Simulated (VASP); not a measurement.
A run of VASP 6.6.1 is set up as follows.

INCAR

```
  PREC = Accurate
  ENCUT = 520
  EDIFF = 1E-7
  ISMEAR = -1
  SIGMA = 0.05
  LREAL = False
  LASPH = True
  NELM = 100
  ALGO = Normal
  ISIF = 2
  LWAVE = False
  LCHARG = True
  LDIPOL = True
  IDIPOL = 3
  DIPOL = 0.5 0.5 0.500
  GGA = PE
  LELF = True
  LVHAR = True
  LVACPOTAV = True
  NBANDS = 42
```

Contents of KPOINTS:

```
regular mesh
0
Gamma
  9 9 1
```

POSCAR

```
Ag
1.0
    2.8893797293      0.0000000000      0.0000000000
    0.0000000000      2.8893797293      0.0000000000
    0.0000000000      0.0000000000     25.2155000000
Ag
6
Direct
    0.5000000000      0.5000000000      0.2974361008
    0.0000000000      0.0000000000      0.3784616605
    0.5000000000      0.5000000000      0.4594872202
    0.0000000000      0.0000000000      0.5405127798
    0.5000000000      0.5000000000      0.6215383395
    0.0000000000      0.0000000000      0.7025638992
```

Potentials or basis: VASP PAW PBE potentials, release 64 (Ag).

The run is started by

```sh
$ cat potpaw_PBE.64/Ag/POTCAR > POTCAR
$ mpirun -np 1 vasp_std > vasp.out
```

Predict the work function of the lower face.

4.29 eV.

Estimate the largest force.

0.169 eV/Å.

Forces on the atoms (eV/Å):
```
Ag   0.000  0.000 -0.083
Ag   0.000  0.000 -0.169
Ag   0.000  0.000 -0.038
Ag   0.000  0.000  0.038
Ag   0.000  0.000  0.169
Ag   0.000  0.000  0.083
```
